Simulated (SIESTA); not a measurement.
**Si2Mo under changes of volume**

One of the cells (13.416 Å³/atom); the others are scaled copies at fixed shape and fractional positions:

```xyz
3
Lattice="-1.6000 1.6000 3.9305 1.6000 -1.6000 3.9305 1.6000 1.6000 -3.9305" Properties=species:S:1:pos:R:3 pbc="T T T"
Mo    0.0000    0.0000    0.0000
Si    0.0000    0.0000    5.2433
Si    0.0000    0.0000    2.6177
```

```yaml
Program: SIESTA 5.4.2
Functional: LDA
Potentials_or_basis: PseudoDojo 0.4 standard (LDA files)
Basis: DZP (energy shift 0.003 Ry; two zetas on semicore shells)
Grid_cutoff: 800 Ry
Energy_shift: 0.003 Ry
k_mesh: 12 × 12 × 12
Occupations: fermi-dirac, width 0.05 eV
Spin: no spin polarisation
```

```csv
volume (Å³/atom),energy over the lowest point (meV/atom),pressure (GPa),largest force (eV/Å)
12.611,13.75,9.3,0.245
12.879,2.71,4.0,0.278
13.148,0.00,-0.7,0.309
13.416,4.73,-4.9,0.338
13.684,?,?,?
13.953,33.51,-12.0,0.392
14.221,56.27,-15.0,0.417
```

**Question.** What does the run at 13.684 Å³/atom give?

**Answer.** Energy over the lowest point 16.13 meV/atom; pressure -8.6 GPa; largest force 0.366 eV/Å.

Worked out: A Birch-Murnaghan fit of order 3 (a polynomial in V^(-2/3)) to the other rows has its minimum at 13.11 Å³/atom with B0 = V·E''(V) = 221 GPa and B' = 4.3 at fixed shape and positions, which overstates the stiffness. It gives 16.10 meV/atom at 13.684 Å³/atom, against the run's 16.13, and -dE/dV = -8.7 GPa, against -8.6.

Energies are extrapolated to zero smearing.

Caveats: the basis of atomic orbitals isn't converged, which shifts pressures, moduli and gaps.
